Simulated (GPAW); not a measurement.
# Zn K-edge XANES of zinc-blende (ZnS)₁₋ₓ(ZnSe)ₓ at x = 0, part 2 of 2

Aim: the Zn K edge in zinc-blende (ZnS)₁₋ₓ(ZnSe)ₓ at x = 0, one member of a composition series.

GPAW 26.7.0; X-ray absorption from dipole matrix elements to empty bands, plane-wave PAW PBE.

So far. Step 2 (The field without a hole): The mesh shows a gap of 2.09 eV. The excited electron is kept all the same, so that all members of the series, with or without a gap, are treated alike.

**4. Spectrum with XCH, Zn atom 1**

The holes are 7.7 Å apart. In GPAW the data set carries the hole's charge, so charge=0 means a charged cell and charge=-1 a neutral one. The excited electron is kept in the cell, where it fills the lowest empty states and screens the hole. After the field has converged, empty bands are computed with the density fixed and the dipole matrix elements are summed.

The absorber has 4 S at 2.34 Å (tetrahedral).

Contents of xas.py:

```python
import numpy as np
from ase import Atoms
from ase.parallel import parprint, paropen
from gpaw import GPAW, PW, FermiDirac, Mixer, MixerDif, setup_paths
from gpaw.test import gen
setup_paths.insert(0, '.')
gen('Zn', name='fch1s', xcname='PBE', corehole=(1, 0, 1), write_xml=True)
from gpaw.mpi import world
world.barrier()

atoms = Atoms('ZnSZnSZnSZnSZnSZnSZnSZnS',
    cell=[[0, 5.41, 5.41],
     [5.41, 0, 5.41],
     [5.41, 5.41, 0]],
    scaled_positions=[[0, 0, 0],
     [0.125, 0.125, 0.125],
     [0, 0, 0.5],
     [0.125, 0.125, 0.625],
     [0, 0.5, 0],
     [0.125, 0.625, 0.125],
     [0, 0.5, 0.5],
     [0.125, 0.625, 0.625],
     [0.5, 0, 0],
     [0.625, 0.125, 0.125],
     [0.5, 0, 0.5],
     [0.625, 0.125, 0.625],
     [0.5, 0.5, 0],
     [0.625, 0.625, 0.125],
     [0.5, 0.5, 0.5],
     [0.625, 0.625, 0.625]],
    pbc=True)
atoms.calc = calc = GPAW(legacy_gpaw=True, mode=PW(400, force_complex_dtype=True), xc='PBE', setups={0: 'fch1s'},
    kpts={'size': (3, 3, 3), 'gamma': True}, occupations=FermiDirac(0.04),
    charge=-1, mixer=Mixer(0.1, 5, 50), maxiter=150,
    convergence={'density': 0.0001, 'eigenstates': 1e-6}, txt='scf.txt')
energy = atoms.get_potential_energy() + calc.get_reference_energy()
ef = calc.get_fermi_level()
out = dict(energy=energy, fermi=ef, forces=atoms.get_forces().tolist())
parprint(f'all-electron energy {energy:.4f} eV, Fermi level {ef:.4f} eV')
ev = np.array([[calc.get_eigenvalues(k, s) for k in range(len(calc.get_ibz_k_points()))] for s in range(calc.get_number_of_spins())])
out['homo'], out['lumo'], out['counts'] = ev[ev < ef].max(), ev[ev > ef].min(), sorted(set((ev < ef).sum((0, 2)).tolist()))
out['filled'] = (ev[:, 0] < ef).sum(1).tolist()

from ase.units import Ha
from gpaw.xas import dipole_matrix_elements
nb = int(calc.get_number_of_electrons() / 2) + 162
top, nb = nb, nb + 8 + nb // 12
nscf = calc.fixed_density(kpts={'size': (4, 4, 4), 'gamma': True}, nbands=nb,
    convergence={'bands': top, 'eigenstates': 5e-3}, maxiter=60, txt='nscf.txt')
cell = atoms.cell.array
ops = [cell.T @ U.T @ np.linalg.inv(cell.T) for U in nscf.wfs.kd.symmetry.op_scc]
filled = [72]  # bands filled in the ground state, by spin
E = np.arange(-6, 30, 0.1)
fwhm = np.interp(E, [4, 25], [1.67, 3.5])
Y, X, zero, highest = 0, 0, 1e9, 1e9
for spin in range(nscf.get_number_of_spins()):
    wfs = nscf.wfs
    mine = wfs.bd.get_slice()  # this rank's bands
    A = dipole_matrix_elements(wfs.setups[0])
    eps = np.zeros((wfs.kd.nibzkpts, nb))
    d = np.zeros((3, A.shape[1], wfs.kd.nibzkpts, nb), complex)
    for kpt in wfs.kpt_u:
        if kpt.s == spin and 0 in kpt.P_ani:
            eps[kpt.k, mine] = kpt.eps_n * Ha
            d[:, :, kpt.k, mine] = (kpt.weight * wfs.nspins / 2) ** 0.5 * np.inner(A, kpt.P_ani[0])
    world.sum(eps)
    world.sum(d)
    T = np.einsum('amkn,bmkn->abkn', d, d.conj()).real
    T = sum(np.einsum('ai,ijkn,bj->abkn', R, T, R) for R in ops) / len(ops)
    empty = np.ones_like(eps, bool) & (np.arange(nb) >= filled[spin])
    zero, highest = min(zero, eps[empty].min()), min(highest, eps[:, top - 1].min())
    lines = [(eps, T, empty)] if spin == 0 else lines + [(eps, T, empty)]
for eps, T, empty in lines:
    f = np.einsum('aakn->akn', T).reshape(3, -1)
    x = eps.ravel() - zero
    w = np.interp(x, E, fwhm) / 2.35482
    g = np.exp(-0.5 * ((E[:, None] - x) / w) ** 2) / (w * (2 * np.pi) ** 0.5)
    Y = Y + (f * empty.ravel()) @ g.T
    X = X + (f * ~empty.ravel()) @ g.T
out.update(E=E.round(2).tolist(), xas=Y.tolist(), xes=X.tolist(), zero=zero, valid=highest - zero, nk=len(eps), nb=nb)
for i in range(0, len(E), 10):
    parprint(f'{E[i]:7.2f}', *(f'{v:10.3e}' for v in Y[:, i]))
import json
with paropen('out.json', 'w') as f:
    json.dump(out, f)
```

Launch:

```
$ OMP_NUM_THREADS=1 mpirun -n 4 gpaw python xas.py
```

Numbers of over 12 decimals in the logs are rounded to 6 here.

The log of the run:

```text
Input parameters:
  charge: -1
  convergence: {density: 0.0001,
                eigenstates: 1e-06}
  kpts: {gamma: True,
         size: (3, 3, 3)}
  maxiter: 150
  mixer: {backend: pulay,
          beta: 0.1,
          method: separate,
          nmaxold: 5,
          weight: 50}
  mode: {ecut: 400.0,
         force_complex_dtype: True,
         name: pw}
  occupations: {fixmagmom: False,
                name: fermi-dirac,
                width: 0.04}
  setups: {0: fch1s}
  xc: PBE

Initialize ...

[... PAW data sets ...]

Reference energy: -468052.799765  # eV

Spin-paired calculation

[... convergence settings ...]
Symmetries present (total): 24
  [... symmetry matrices ...]

27 k-points: 3 x 3 x 3 Monkhorst-Pack grid
4 k-points in the irreducible part of the Brillouin zone
       k-points in crystal coordinates                weights
   0:     0.00000000    0.00000000    0.00000000          1/27
   1:     0.33333333    0.33333333   -0.33333333         12/27
   2:     0.33333333    0.33333333    0.00000000          6/27
   3:     0.33333333    0.33333333    0.33333333          8/27

Wave functions: Plane wave expansion
  Cutoff energy: 400.000 eV
  Number of coefficients (min, max): 5730, 5769
  Pulay-stress correction: 0.000000 eV/Ang^3 (de/decut=0.000000)
  Using FFTW library
  Wavefunction extrapolation:
    Improved wavefunction reuse through dual PAW basis

Occupation numbers: Fermi-Dirac:
  width: 0.0400  # eV

Eigensolver
   Davidson(niter=2)

Densities:
  Coarse grid: 36*36*36 grid
  Fine grid: 72*72*72 grid
  Total Charge: 0.000000

Density mixing:
  Method: separate
  Backend: pulay
  Linear mixing parameter: 0.1
  old densities: 5
  Width of damping distribution: 1.1
  Damping of long wavelength oscillations: 50

[... Hamiltonian set-up ...]
Number of atoms: 16
Number of atomic orbitals: 104
Number of bands in calculation: 91
Number of valence electrons: 145
Bands to converge: occupied

... initialized

Initializing position-dependent things.

Density initialized from atomic densities
Creating initial wave functions:
  91 bands from LCAO basis set

                            S
                    S
                        Zn
                     S
               Zn
             S   Zn       S

         Zn       S   Zn
                    S
              Zn
           S
               Zn
       Zn

Atomic positions and initial magnetic moments

Positions:
   0 Zn     0.000000    0.000000    0.000000    ( 0.0000,  0.0000,  0.0000)
   1 S      1.352500    1.352500    1.352500    ( 0.0000,  0.0000,  0.0000)
   2 Zn     2.705000    2.705000    0.000000    ( 0.0000,  0.0000,  0.0000)
   3 S      4.057500    4.057500    1.352500    ( 0.0000,  0.0000,  0.0000)
   4 Zn     2.705000    0.000000    2.705000    ( 0.0000,  0.0000,  0.0000)
   5 S      4.057500    1.352500    4.057500    ( 0.0000,  0.0000,  0.0000)
   6 Zn     5.410000    2.705000    2.705000    ( 0.0000,  0.0000,  0.0000)
[...]
13 S      4.057500    4.057500    6.762500    ( 0.0000,  0.0000,  0.0000)
  14 Zn     5.410000    5.410000    5.410000    ( 0.0000,  0.0000,  0.0000)
  15 S      6.762500    6.762500    6.762500    ( 0.0000,  0.0000,  0.0000)

Unit cell:
           periodic     x           y           z      points  spacing
  1. axis:    yes    0.000000    5.410000    5.410000    36     0.1735
  2. axis:    yes    5.410000    0.000000    5.410000    36     0.1735
  3. axis:    yes    5.410000    5.410000    0.000000    36     0.1735

  Lengths:   7.650895   7.650895   7.650895
  Angles:   60.000000  60.000000  60.000000

Effective grid spacing dv^(1/3) = 0.1893

iter:   1   -64.462665
iter:   2   -63.143704   -0.27  -1.18
iter:   3   -60.947172   -0.85  -1.26
iter:   4   -60.963598   -1.57  -1.54
iter:   5   -60.919180c  -1.94  -1.57
iter:   6   -60.903537c  -2.29  -1.99
iter:   7   -60.889092c  -2.85  -2.17
iter:   8   -60.888314c  -3.36  -2.85
iter:   9   -60.888246c  -3.61  -2.90
iter:  10   -60.887265c  -3.99  -3.17
iter:  11   -60.887162c  -4.42  -3.39
iter:  12   -60.887288c  -4.88  -3.44
iter:  13   -60.887193c  -4.88  -3.59
iter:  14   -60.887170c  -5.90  -3.84
iter:  15   -60.887173c  -6.30c -4.15c

Converged after 15 iterations.

Dipole moment: (-23.962860, -23.962860, -23.962860) |e|*Ang

Energy contributions relative to reference atoms: (reference = -468052.799765)

Kinetic:       +111.184900
Potential:      -96.127206
External:        +0.000000
XC:             -76.186940
Entropy (-ST):   -0.017163
Local:           +0.250655
SIC:             +0.000000
--------------------------
Free energy:    -60.895754
Extrapolated:   -60.887173

Showing only first 2 kpts
 Kpt  Band  Eigenvalues  Occupancy
  0    70      3.71624    2.00000
  0    71      3.71624    2.00000
  0    72      5.46518    2.00000
  0    73      6.45902    1.99997

  1    70      2.61447    2.00000
  1    71      3.34339    2.00000
  1    72      7.20469    0.00095
[...]
Fermi level: 6.89846

No gap
No difference between direct/indirect transitions

Forces in eV/Ang:
  0 Zn    0.00000   -0.00000   -0.00000
  1 S     0.22419    0.22419    0.22419
  2 Zn   -0.00000    0.00000   -0.11680
  3 S    -0.22419   -0.22419    0.22419
  4 Zn   -0.00000   -0.11680   -0.00000
  5 S    -0.22419    0.22419   -0.22419
  6 Zn    0.11680    0.00000   -0.00000
[...]
13 S    -0.00875   -0.00875    0.00875
 14 Zn   -0.00000   -0.00000   -0.00000
 15 S     0.00875    0.00875    0.00875
Scalar-relativistic atomic PBE calculation for Zn (Zinc, Z=30)
Core hole in 1s state (1s occupation: 1.0)
600 radial gridpoints.
|------------------------------------------------|
|------------------------------------------------|
[... the atom generator's iteration count ...]

Energy contributions:
-------------------------
Kinetic:    +1457.970091
XC:           -62.631801
Potential:  -2834.535616
-------------------------
Total:      -1439.197326

state      eigenvalue         ekin         rmax
-----------------------------------------------
1s^1.0 :  -363.089361   458.784609        0.033
2s^2.0 :   -45.681210    90.109297        0.185
2p^6.0 :   -40.586365    89.039872        0.147
3s^2.0 :    -5.602745    20.202422        0.571
3p^6.0 :    -3.926114    18.237897        0.568
3d^10.0:    -1.022506    13.067112        0.532
4s^2.0 :    -0.591866     2.112153        1.874
4p^0.0 :    -0.335189     1.283448        2.317
-----------------------------------------------
(units: Bohr and Hartree)

Generating PAW setup
Kinetic energy of the core from tauc = 1335.832873827092
Cutoffs:
rc(s)=2.430
rc(p)=2.400
rc(d)=2.230
rc(vbar)=2.260
rc(comp)=2.200
rc(nct)=2.430

Kinetic energy of the core states: 1323.074664
Charge: 1.0
Core electrons: 17.0
Valence electrons: 12.0
Pseudo-core charge: 0.062099
Shape function alpha=2.066
Pseudo-electron charge 3.417638
state    eigenvalue         norm
--------------------------------
4s(2) :    -0.591866     1.201133
*s    :     0.408134
4p(0) :    -0.335189     1.021145
*p    :     0.664811
3d(10):    -1.022506     0.095327
*d    :    -0.022506
--------------------------------

Diagonalizing with gridspacing h=0.050

state   all-electron     PAW
-------------------------------
4s:      -0.591866    -0.592148
4p:      -0.335189    -0.335391
3d:      -1.022506    -1.022962
*f:                   -0.019081
-------------------------------
all-electron energy -468113.6869 eV, Fermi level 6.8985 eV
[...]
27.00  1.639e-07  1.639e-07  1.639e-07
  28.00  1.751e-07  1.751e-07  1.751e-07
  29.00  1.736e-07  1.736e-07  1.736e-07
```

Elapsed: 67 s, on 4 MPI ranks of Intel Xeon at 2.80GHz (Skylake/Cascade Lake), shared host; peak memory 0.47 GiB; 4.5 min of CPU time.

The Zn K spectrum, Zn atom 1, excited-electron core hole (neutral cell) (energy from the bottom of the conduction band, which holds the excited electron; intensity scaled to a mean of 1 over the first 20 eV):

```csv
E (eV),intensity
-2.0,0.00
-1.4,0.00
-0.8,0.00
-0.2,0.02
0.4,0.07
1.0,0.23
1.6,0.51
2.2,0.84
2.8,1.08
3.4,1.30
4.0,1.68
4.6,1.99
5.2,1.89
5.8,1.43
6.4,0.98
7.0,0.78
7.6,0.81
8.2,0.94
8.8,1.00
9.4,0.93
10.0,0.86
10.6,0.88
11.2,0.95
11.8,1.01
12.4,1.02
13.0,1.01
13.6,1.00
14.2,1.00
14.8,1.00
15.4,1.00
16.0,1.01
16.6,1.01
17.2,1.01
17.8,1.00
18.4,0.98
19.0,0.94
19.6,0.89
20.2,0.83
20.8,0.79
21.4,0.77
22.0,0.78
22.6,0.79
23.2,0.82
23.8,0.83
24.4,0.84
25.0,0.84
25.6,0.86
26.2,0.90
26.8,0.95
27.4,1.00
```

Main maxima below 27 eV (height): 4.8 eV (2.01), 8.8 eV (1.00) and 12.2 eV (1.02). A K edge sees empty p states on the absorber.

The total-energy difference is 9692.84 eV. One term is added: -30.96 eV, since the hole is spin-paired here and a spin-polarised one costs that much less in the free atom (computed apart). The photon energy is then 9661.88 eV. The tabulated edge of the element is 9659 eV. The functional leaves an error of a few eV in such absolute values.

**5. Cell without a hole, the energy reference**

The absorbing element, whose data set is made anew, changes for the next run, so it gets a reference energy of its own.

Contents of scf.py:

```python
import numpy as np
from ase import Atoms
from ase.parallel import parprint, paropen
from gpaw import GPAW, PW, FermiDirac, Mixer, MixerDif, setup_paths
from gpaw.test import gen
setup_paths.insert(0, '.')
gen('S', name='nch1s', xcname='PBE', corehole=(1, 0, 0), write_xml=True)
from gpaw.mpi import world
world.barrier()

atoms = Atoms('ZnSZnSZnSZnSZnSZnSZnSZnS',
    cell=[[0, 5.41, 5.41],
     [5.41, 0, 5.41],
     [5.41, 5.41, 0]],
    scaled_positions=[[0, 0, 0],
     [0.125, 0.125, 0.125],
     [0, 0, 0.5],
     [0.125, 0.125, 0.625],
     [0, 0.5, 0],
     [0.125, 0.625, 0.125],
     [0, 0.5, 0.5],
     [0.125, 0.625, 0.625],
     [0.5, 0, 0],
     [0.625, 0.125, 0.125],
     [0.5, 0, 0.5],
     [0.625, 0.125, 0.625],
     [0.5, 0.5, 0],
     [0.625, 0.625, 0.125],
     [0.5, 0.5, 0.5],
     [0.625, 0.625, 0.625]],
    pbc=True)
atoms.calc = calc = GPAW(legacy_gpaw=True, mode=PW(400, force_complex_dtype=True), xc='PBE', setups={1: 'nch1s'},
    kpts={'size': (3, 3, 3), 'gamma': True}, occupations=FermiDirac(0.02),
    charge=0, mixer=Mixer(0.1, 5, 50), maxiter=150,
    convergence={'density': 0.0001, 'eigenstates': 1e-6}, txt='scf.txt')
energy = atoms.get_potential_energy() + calc.get_reference_energy()
ef = calc.get_fermi_level()
out = dict(energy=energy, fermi=ef, forces=atoms.get_forces().tolist())
parprint(f'all-electron energy {energy:.4f} eV, Fermi level {ef:.4f} eV')
ev = np.array([[calc.get_eigenvalues(k, s) for k in range(len(calc.get_ibz_k_points()))] for s in range(calc.get_number_of_spins())])
out['homo'], out['lumo'], out['counts'] = ev[ev < ef].max(), ev[ev > ef].min(), sorted(set((ev < ef).sum((0, 2)).tolist()))
out['filled'] = (ev[:, 0] < ef).sum(1).tolist()
import json
with paropen('out.json', 'w') as f:
    json.dump(out, f)
```

Launch:

```
$ OMP_NUM_THREADS=1 mpirun -n 4 gpaw python scf.py
```

The log of the run:

```text
Input parameters:
  convergence: {density: 0.0001,
                eigenstates: 1e-06}
  kpts: {gamma: True,
         size: (3, 3, 3)}
  maxiter: 150
  mixer: {backend: pulay,
          beta: 0.1,
          method: separate,
          nmaxold: 5,
          weight: 50}
  mode: {ecut: 400.0,
         force_complex_dtype: True,
         name: pw}
  occupations: {fixmagmom: False,
                name: fermi-dirac,
[...]
3s(2) :    -0.634076     1.192540
*s    :     0.365924
3p(4) :    -0.257545     0.999977
*p    :     0.742455
*d    :     0.000000
--------------------------------

Diagonalizing with gridspacing h=0.050

state   all-electron     PAW
-------------------------------
3s:      -0.634076    -0.634693
3p:      -0.257545    -0.257957
*d:                    0.042231
*f:                    0.074234
-------------------------------
all-electron energy -477806.5263 eV, Fermi level 4.3626 eV
[key lines of the parts left out:]
Converged after 18 iterations.
Dipole moment: (-23.926551, -23.926551, -23.926551) |e|*Ang
Free energy:    -54.953596
Fermi level: 4.36257
```

It took 30 s on 4 MPI ranks; peak memory 0.27 GiB.

Reference energy: -477806.526 eV with the cores included.

**6. Spectrum with XCH, S atom 2**

The holes are 7.7 Å apart. The excited electron is kept in the cell, where it fills the lowest empty states and screens the hole. After the field has converged, empty bands are computed with the density fixed and the dipole matrix elements are summed.

The absorber has 4 Zn at 2.34 Å (tetrahedral).

Changes to xas.py since step 4:

```diff
@@ -6,3 +6,3 @@
 setup_paths.insert(0, '.')
-gen('Zn', name='fch1s', xcname='PBE', corehole=(1, 0, 1), write_xml=True)
+gen('S', name='fch1s', xcname='PBE', corehole=(1, 0, 1), write_xml=True)
 from gpaw.mpi import world
@@ -31,3 +31,3 @@
     pbc=True)
-atoms.calc = calc = GPAW(legacy_gpaw=True, mode=PW(400, force_complex_dtype=True), xc='PBE', setups={0: 'fch1s'},
+atoms.calc = calc = GPAW(legacy_gpaw=True, mode=PW(400, force_complex_dtype=True), xc='PBE', setups={1: 'fch1s'},
     kpts={'size': (3, 3, 3), 'gamma': True}, occupations=FermiDirac(0.04),
@@ -53,3 +53,3 @@
 E = np.arange(-6, 30, 0.1)
-fwhm = np.interp(E, [4, 25], [1.67, 3.5])
+fwhm = np.interp(E, [4, 25], [0.9, 3.5])
 Y, X, zero, highest = 0, 0, 1e9, 1e9
@@ -58,3 +58,3 @@
     mine = wfs.bd.get_slice()  # this rank's bands
-    A = dipole_matrix_elements(wfs.setups[0])
+    A = dipole_matrix_elements(wfs.setups[1])
     eps = np.zeros((wfs.kd.nibzkpts, nb))
@@ -62,5 +62,5 @@
     for kpt in wfs.kpt_u:
-        if kpt.s == spin and 0 in kpt.P_ani:
+        if kpt.s == spin and 1 in kpt.P_ani:
             eps[kpt.k, mine] = kpt.eps_n * Ha
-            d[:, :, kpt.k, mine] = (kpt.weight * wfs.nspins / 2) ** 0.5 * np.inner(A, kpt.P_ani[0])
+            d[:, :, kpt.k, mine] = (kpt.weight * wfs.nspins / 2) ** 0.5 * np.inner(A, kpt.P_ani[1])
     world.sum(eps)
```

Launch:

```
$ OMP_NUM_THREADS=1 mpirun -n 4 gpaw python xas.py
```

The log of the run:

```text
Input parameters:
  charge: -1
  convergence: {density: 0.0001,
                eigenstates: 1e-06}
  kpts: {gamma: True,
         size: (3, 3, 3)}
  maxiter: 150
  mixer: {backend: pulay,
          beta: 0.1,
          method: separate,
          nmaxold: 5,
          weight: 50}
  mode: {ecut: 400.0,
         force_complex_dtype: True,
         name: pw}
  occupations: {fixmagmom: False,
[...]
*p    :     0.281008
*d    :     0.000000
--------------------------------

Diagonalizing with gridspacing h=0.050

state   all-electron     PAW
-------------------------------
3s:      -1.143740    -1.144551
3p:      -0.718992    -0.719674
*d:                   -0.150764
*f:                   -0.016520
-------------------------------
all-electron energy -475321.9258 eV, Fermi level 6.8930 eV
[...]
28.00  3.133e-06  3.133e-06  3.133e-06
  29.00  2.947e-06  2.947e-06  2.947e-06
[key lines of the parts left out:]
Converged after 16 iterations.
Dipole moment: (-24.138101, -24.138101, -24.138101) |e|*Ang
Free energy:    -64.507913
Fermi level: 6.89301
```

It took 1.9 min on 4 MPI ranks; peak memory 0.48 GiB.

The S K spectrum, S atom 2, excited-electron core hole (neutral cell) (energy from the bottom of the conduction band, which holds the excited electron; intensity scaled to a mean of 1 over the first 20 eV):

```csv
E (eV),intensity
-2.00,0.00
-1.25,0.00
-0.50,0.00
0.25,0.05
1.00,0.38
1.75,1.27
2.50,1.92
3.25,1.63
4.00,1.83
4.75,1.03
5.50,1.34
6.25,1.74
7.00,1.39
7.75,0.95
8.50,0.93
9.25,0.86
10.00,0.58
10.75,0.47
11.50,0.55
12.25,0.69
13.00,0.88
13.75,1.07
14.50,1.16
15.25,1.15
16.00,1.06
16.75,0.93
17.50,0.81
18.25,0.72
19.00,0.66
19.75,0.64
20.50,0.65
21.25,0.68
22.00,0.71
22.75,0.73
23.50,0.72
24.25,0.73
25.00,0.78
25.75,0.89
26.50,1.04
27.25,1.17
```

Main maxima below 24 eV (height): 2.7 eV (1.96), 3.9 eV (1.84), 6.3 eV (1.75) and 14.8 eV (1.16). 

The total-energy difference is 2484.60 eV. One term is added: -16.94 eV, since the hole is spin-paired here and a spin-polarised one costs that much less in the free atom (computed apart). The photon energy is then 2467.66 eV. The functional leaves an error of a few eV in such absolute values.

**7. Summary of results**

| Item | Value |
| --- | --- |
| absorber and edge | Zn K, atom 1 of the ground-state input (counted from 1) |
| surroundings | 4 S at 2.34 Å (tetrahedral) |
| highest intensity below 24 eV | 4.8 eV above the zero, height 2.01 |
| photon energy of the zero, with the added terms | 9661.9 eV (raw 9692.8 eV; uncertain by a few eV) |

In words: The Zn K edge of atom 1, with 4 S at 2.34 Å (tetrahedral), has its highest intensity of the first 24 eV at 4.8 eV above the zero, near 9667 eV in photon energy (uncertain by a few eV), 2.0 times the mean level of the first 20 eV (Gaussian full width 1.67 eV up to 4 eV, rising linearly to 3.5 eV at 25 eV). The script folds with a Gaussian, whereas the core hole's own line is a Lorentzian, so the onset is too steep and the first peak too high.

[Banner, clock and machine lines of the logs are left out without a mark of their own.]

[Logs are printed without paths, hosts, clocks, repeated set-up lines and the standing remarks that a program may print on its own settings, such as how far it seeks lower states.]

[Hosts, paths, dates, database ids (printed as entryN), source tags and the programs' standing remarks are cut or masked in the printed files.]

[Lists of maxima count a maximum above −3 eV only where it reaches 4 % of the highest in the window and stands out from its surroundings by 2 % of it (1.5 % where it reaches 55 %); shoulders and weaker maxima are passed over, and of the rest the first, up to two pre-edge ones and the few strongest are named.]
